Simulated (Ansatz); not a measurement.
# Ti (P-1) in Ansatz: convergence with wavefunction cutoff

Aim: find how far wavefunction cutoff must go before the results for Ti settle, at PBE. This setting moves, with any that are tied to it; all else stays.

Everything below comes from runs of Ansatz 0.2.0. Logs are shortened: lines on timing, memory, paths and dates and some standing lists are left out, and cuts for length are marked.

### 1 The cell of the first run

The typed cell holds 2 atoms: a = 2.950 Å, b = 2.950 Å, c = 4.680 Å, α = 90.00°, β = 90.00°, γ = 120.00°.

The cell isn't the ideal one: atoms moved at random, drawn with an rms of 0.05 Å.

### 2 With wavefunction cutoff 200 eV

The input, input.yaml:

```yaml
crystal:
  lattice:
    - [2.95, 0.0, 0.0]
    - [-1.475, 2.5547749412, 0.0]
    - [0.0, 0.0, 4.68]
  atoms:
    - { symbol: Ti, position: [0.686162, 0.32688, 0.748487] }
    - { symbol: Ti, position: [0.337973, 0.672908, 0.24873] }
hamiltonian:
  xc: pbe
  pseudopotentials: { kind: paw }
kpoints:
  mp_grid: { grid: [8, 8, 4] }
scf:
  occupations: { method: gaussian, width: 0.05 }
output:
  forces: true
  stress: true
  eigenvalues: true
basis:
  ecutwfc: "200 eV"
```

Potentials or basis: Ansatz PAW.

Started as:

```sh
$ ansatz run input.yaml --threads 2 --pin off --max-ram 5632MiB --backend cpu --events-out ev --progress --plain --runs-dir out
```

The program printed:

```text
Warning: basis.ecutwfc = 200 eV is below the records' recommended 420 eV, and the density's cutoff is lower with it unless basis.ecutrho_ratio is high enough to keep the records' density cutoff: compare with a run at a higher cutoff
Warning: RAYON_NUM_THREADS=2 ignored (pool sized by the plan → 2); use --threads N
Engine: ansatz 0.2.0, x86_64-unknown-linux-gnu
Pseudopotentials: kind: paw
Pseudopotential: Ti, paw, valence charge 12, recommended cutoff 420 eV (normal), Ti.paw.azcp
Functional definition: PBE
  parameter kappa = 0.804
  parameter beta = 0.06672455060314922
  exchange = pbe_x(kappa = kappa, mu = beta*pi^2/3)
  correlation = pbe_c(beta = beta)
Crystal: 2 atoms, lattice volume = 35.271 Å³
Basis set: ecut = 200 eV, 233 PW (Γ), exchange–correlation on 30×30×48 points (8 copies of the dense FFT grid, shifted against one another)
Bands: 16, of which v1, the nominal top of the filled ones, is band 12 counted from 1 (11 counted from 0)
Symmetry: 2 space group operations
Space group: P-1 (ITA 2), of the structure as read, at distance tolerance 3.3e-5 Å
k-points: 132 of 256
Non-local potential: Ti, projectors of the file, l = 0: 3, l = 1: 2, l = 2: 3, l = 3: 1
PAW form: soft (Blöchl's): semilocal exchange-correlation on the pseudo side does not see the compensation charge
PAW one-centre angular grid: Ti, 590 points (default); XC on 64 Gauss nodes
Initial density: superposition of atomic densities (neutral atoms: chi_scale 0, normalization atom), corrected by the library's trained network
Initial wavefunctions: pseudopotential atomic-orbital guess
Functional: x = pbe(κ = 0.804, μ = 0.2195149727645171), c = pbe(β = 0.06672455060314922)
SCF iter   1: F=—  HF=-4989.737542 eV  |F-HF|=—  |Δ(HF+E_count)|=         —  Δρ=8.57e-2  dr2=1.37e0  ethr=1.77e-3  ⟨swp⟩=3.1  Hψ=7932  notcnv=0
preconditioner: auto → none  [insulator: Δε(μ)=0.121 eV  Ē_g=3.213 eV  σ=0.050 eV  W_gap=0.91  n_scr=8 (ndim 8)  ℏωp=17.7 eV  f_vac=0.000  D(μ)=0.23/eV (n_scr^D=0)  ε∞_Penn≈31.3]
SCF iter   2: F=—  HF=-4988.818011 eV  |F-HF|=—  |Δ(HF+E_count)|=   9.20e-1  Δρ=2.23e-2  dr2=6.05e-2  ethr=1.77e-3  ⟨swp⟩=2.0  Hψ=5269  notcnv=0  defer=11
SCF iter   3: F=—  HF=-4988.770849 eV  |F-HF|=—  |Δ(HF+E_count)|=   4.72e-2  Δρ=7.76e-3  dr2=1.05e-2  ethr=2.52e-4  ⟨swp⟩=3.0  Hψ=4178  notcnv=0  defer=11
SCF iter   4: F=—  HF=-4988.765861 eV  |F-HF|=—  |Δ(HF+E_count)|=   4.99e-3  Δρ=4.22e-4  dr2=5.23e-5  ethr=4.37e-5  ⟨swp⟩=2.2  Hψ=2815  notcnv=0  defer=11
SCF iter   5: F=—  HF=-4988.765765 eV  |F-HF|=—  |Δ(HF+E_count)|=   9.64e-5  Δρ=1.67e-4  dr2=2.97e-5  ethr=2.18e-7  ⟨swp⟩=2.2  Hψ=3125  notcnv=0  defer=11
SCF iter   6: F=—  HF=-4988.765760 eV  |F-HF|=—  |Δ(HF+E_count)|=   4.98e-6  Δρ=8.28e-5  dr2=8.63e-6  ethr=1.24e-7  ⟨swp⟩=2.0  Hψ=3021  notcnv=0  defer=11
SCF iter   7: F=—  HF=-4988.765758 eV  |F-HF|=—  |Δ(HF+E_count)|=   1.97e-6  Δρ=2.18e-5  dr2=4.86e-7  ethr=3.59e-8  ⟨swp⟩=2.0  Hψ=2624  notcnv=0  defer=11
SCF iter   8: F=-4988.765758 eV  HF=-4988.765758 eV  |F-HF|=5.64e-9  |Δ(HF+E_count)|=   1.14e-7  Δρ=2.68e-6  dr2=7.05e-9  ethr=4.17e-10  ⟨swp⟩=3.4  Hψ=5899  notcnv=0
SCF 1 converged in 8 iterations: F = -4988.765758 eV  dr2 = 7.05e-9
SCF converged after 8 iterations
Free energy (F): -4988.765758 eV
Harris-Foulkes:  -4988.765758 eV  (|F-HF|=5.64e-9)
Internal energy: -4988.763885 eV  (E = F + TS)
E sigma→0 (E₀):  -4988.764821 eV
Entropy (-TS):   -0.001873 eV (-0.937 meV/atom)
Fermi energy:    13.261304 eV
--- Per-component energies (eV) ---
  E_band       = -338.732271
  E_kinetic    = 563.328026
  E_local      = -1626.415679  (includes V_loc(G=0)·N_el)
  E_nonlocal   = 10.145931
  E_hartree    = 658.531330
  E_xc         = -199.050847
  E_vxc        = -249.229306  (∫ρ·V_xc dr)
  E_paw        = -2094.919540  (= ΣΔE_a)
  E_vpaw       = -353.627715  (= ΣTr[D̂ρ^β])
  E_aug_tail   = 0.004606  (compensation charges beyond the density's cutoff)
  E_ewald      = -2300.387711
  E_smearing   = -0.001873  (= −TS)
  E_closure    = 0.000000  (closes the sum)
  Σ components = -4988.765758   (vs F -4988.765758, Δ=0.00e0)
--- Forces (eV/Å), atoms counted from 1 ---
  atom   1  Ti    -0.20095562     0.10788357     0.00632198
  atom   2  Ti     0.20095562    -0.10788357    -0.00632198
  max |Σ_I F_I| component: 0.00e0 eV/Å
--- Stress (GPa, compression-positive) ---
       11.100980       0.569967       0.000529
        0.569967      11.710897      -0.000255
        0.000529      -0.000255      11.388529
  P = ⅓ Tr σ = 11.4001 GPa (114.001 kbar)
--- Band table (eV; the first three rows and the last of 132) ---
  k-point 0: bands = ["-45.3572", "-45.2395", "-21.1857", "-20.7863", "-20.6894", "-20.6195", "-20.5823", "-20.5247", "6.9525", "10.4795", "13.6672", "13.8751", "13.9923", "14.1079", "14.4543", "14.5865"]
  k-point 1: bands = ["-45.3392", "-45.2576", "-21.1865", "-20.7421", "-20.7336", "-20.6830", "-20.5880", "-20.5504", "7.4708", "10.1702", "13.3777", "13.6740", "13.7430", "13.8119", "14.1916", "14.2866"]
  k-point 2: bands = ["-45.2950", "-45.2946", "-20.7518", "-20.7484", "-20.4442", "-20.4441", "-20.4383", "-20.4381", "8.8375", "8.8390", "13.5508", "13.5598", "14.1585", "14.1585", "14.1714", "14.1715"]
  k-point 131: bands = ["-45.2365", "-45.2363", "-21.0859", "-21.0848", "-20.7888", "-20.7867", "-20.7793", "-20.7773", "10.6981", "10.7004", "12.0689", "12.0729", "14.6658", "14.6663", "15.1033", "15.1036"]
```

Run time: 1.9 s. Hardware: 2 threads of AMD EPYC (Zen 3), shared host; peak memory 0.32 GiB.

Results:

| Property | Result |
| --- | --- |
| Free energy | -4988.7658 eV |
| Pressure | 11.4 GPa |
| Largest force | 0.228 eV/Å |
| Band gap on the k mesh | none (metal or under the smearing width) |

### 3 With wavefunction cutoff 250 eV

input.yaml, as its differences from that of step 2:

```diff
@@ -20,2 +20,2 @@
 basis:
-  ecutwfc: "200 eV"
+  ecutwfc: "250 eV"
```

Potentials or basis: Ansatz PAW.

Started as:

```sh
$ ansatz run input.yaml --threads 2 --pin off --max-ram 5632MiB --backend cpu --events-out ev --progress --plain --runs-dir out
```

Wall time 1.9 s (2 threads of AMD EPYC (Zen 3), shared host); peak memory 0.33 GiB.

Results:

```
Free energy            : -4997.3637 eV
Pressure               : -3.8 GPa
Largest force          : 0.079 eV/Å
Band gap on the k mesh : none (metal or under the smearing width)
```

### 4 With wavefunction cutoff 300 eV

input.yaml, as its differences from that of step 3:

```diff
@@ -20,2 +20,2 @@
 basis:
-  ecutwfc: "250 eV"
+  ecutwfc: "300 eV"
```

Started as:

```sh
$ ansatz run input.yaml --threads 2 --pin off --max-ram 5632MiB --backend cpu --events-out ev --progress --plain --runs-dir out
```

It took 2.4 s on 2 threads of AMD EPYC (Zen 3), shared host; peak memory 0.34 GiB.

What came out:

```
Free energy            : -4999.0852 eV
Pressure               : -1.9 GPa
Largest force          : 0.110 eV/Å
Band gap on the k mesh : none (metal or under the smearing width)
```

### 5 With wavefunction cutoff 350 eV

input.yaml, as its differences from that of step 4:

```diff
@@ -20,2 +20,2 @@
 basis:
-  ecutwfc: "300 eV"
+  ecutwfc: "350 eV"
```

Started as:

```sh
$ ansatz run input.yaml --threads 2 --pin off --max-ram 5632MiB --backend cpu --events-out ev --progress --plain --runs-dir out
```

Run time: 2.7 s. Hardware: 2 threads of AMD EPYC (Zen 3), shared host; peak memory 0.35 GiB.

What came out:

```yaml
Free_energy: -4999.3283 eV
Pressure: -1.7 GPa
Largest_force: 0.108 eV/Å
Band_gap_on_the_k_mesh: none (metal or under the smearing width)
```

### 6 With wavefunction cutoff 400 eV

input.yaml, as its differences from that of step 5:

```diff
@@ -20,2 +20,2 @@
 basis:
-  ecutwfc: "350 eV"
+  ecutwfc: "400 eV"
```

Potentials or basis: Ansatz PAW.

Started as:

```sh
$ ansatz run input.yaml --threads 2 --pin off --max-ram 5632MiB --backend cpu --events-out ev --progress --plain --runs-dir out
```

Run time: 3.2 s. Hardware: 2 threads of AMD EPYC (Zen 3), shared host; peak memory 0.36 GiB.

Results (log left out):

```
Free energy            : -4999.3441 eV
Pressure               : -1.8 GPa
Largest force          : 0.108 eV/Å
Band gap on the k mesh : none (metal or under the smearing width)
```

### 7 With wavefunction cutoff 450 eV

input.yaml, as its differences from that of step 6:

```diff
@@ -20,2 +20,2 @@
 basis:
-  ecutwfc: "400 eV"
+  ecutwfc: "450 eV"
```

Started as:

```sh
$ ansatz run input.yaml --threads 2 --pin off --max-ram 5632MiB --backend cpu --events-out ev --progress --plain --runs-dir out
```

Run time: 4 s. Hardware: 2 threads of AMD EPYC (Zen 3), shared host; peak memory 0.38 GiB.

The run converged. Its results:

| Quantity | Value |
| --- | --- |
| Free energy | -4999.3448 eV |
| Pressure | -1.8 GPa |
| Largest force | 0.108 eV/Å |
| Band gap on the k mesh | none (metal or under the smearing width) |

### 8 With wavefunction cutoff 500 eV

input.yaml, as its differences from that of step 7:

```diff
@@ -20,2 +20,2 @@
 basis:
-  ecutwfc: "450 eV"
+  ecutwfc: "500 eV"
```

Started as:

```sh
$ ansatz run input.yaml --threads 2 --pin off --max-ram 5632MiB --backend cpu --events-out ev --progress --plain --runs-dir out
```

Wall time 3.7 s (2 threads of AMD EPYC (Zen 3), shared host); peak memory 0.39 GiB.

The run converged. Its results:

| Property | Result |
| --- | --- |
| Free energy | -4999.3460 eV |
| Pressure | -1.8 GPa |
| Largest force | 0.108 eV/Å |
| Band gap on the k mesh | none (metal or under the smearing width) |

### 9 With wavefunction cutoff 600 eV

input.yaml, as its differences from that of step 8:

```diff
@@ -20,2 +20,2 @@
 basis:
-  ecutwfc: "500 eV"
+  ecutwfc: "600 eV"
```

Potentials or basis: Ansatz PAW.

Started as:

```sh
$ ansatz run input.yaml --threads 2 --pin off --max-ram 5632MiB --backend cpu --events-out ev --progress --plain --runs-dir out
```

Wall time 5.2 s (2 threads of AMD EPYC (Zen 3), shared host); peak memory 0.41 GiB.

Results (log left out):

- Free energy: -4999.3469 eV
- Pressure: -1.8 GPa
- Largest force: 0.108 eV/Å
- Band gap on the k mesh: none (metal or under the smearing width)

### 10 With wavefunction cutoff 800 eV

input.yaml, as its differences from that of step 9:

```diff
@@ -20,2 +20,2 @@
 basis:
-  ecutwfc: "600 eV"
+  ecutwfc: "800 eV"
```

Started as:

```sh
$ ansatz run input.yaml --threads 2 --pin off --max-ram 5632MiB --backend cpu --events-out ev --progress --plain --runs-dir out
```

It took 7.1 s on 2 threads of AMD EPYC (Zen 3), shared host; peak memory 0.47 GiB.

Results (log left out):

- Free energy: -4999.3475 eV
- Pressure: -1.8 GPa
- Largest force: 0.108 eV/Å
- Band gap on the k mesh: none (metal or under the smearing width)

### 11 Summary

```
wavefunction cutoff  energy less the tightest run, at zero smearing (meV/atom)  pressure (GPa)  largest force (eV/Å)  SCF cycles  CPU time (s)  peak memory (GiB)
             200 eV                                                    5290.92           11.40                 0.228           8           3.4               0.32
             250 eV                                                     991.84           -3.83                 0.079           6           3.3               0.33
             300 eV                                                     131.12           -1.91                 0.110           7           4.2               0.34
             350 eV                                                       9.60           -1.75                 0.108           6           4.8               0.35
             400 eV                                                       1.71           -1.76                 0.108           6           5.8               0.36
             450 eV                                                       1.33           -1.76                 0.108           6           7.3               0.38
             500 eV                                                       0.74           -1.76                 0.108           6           6.8               0.39
             600 eV                                                       0.30           -1.76                 0.108           6           9.7               0.41
             800 eV                                                       0.00           -1.77                 0.108           6            13               0.47
```

Against the tightest run, the energy stays within 1 meV/atom from 500 eV on; the pressure stays within 0.1 GPa from 350 eV on; the largest force stays within 0.005 eV/Å from 300 eV on. The tightest run that finished is the yardstick and may itself not be fully converged.
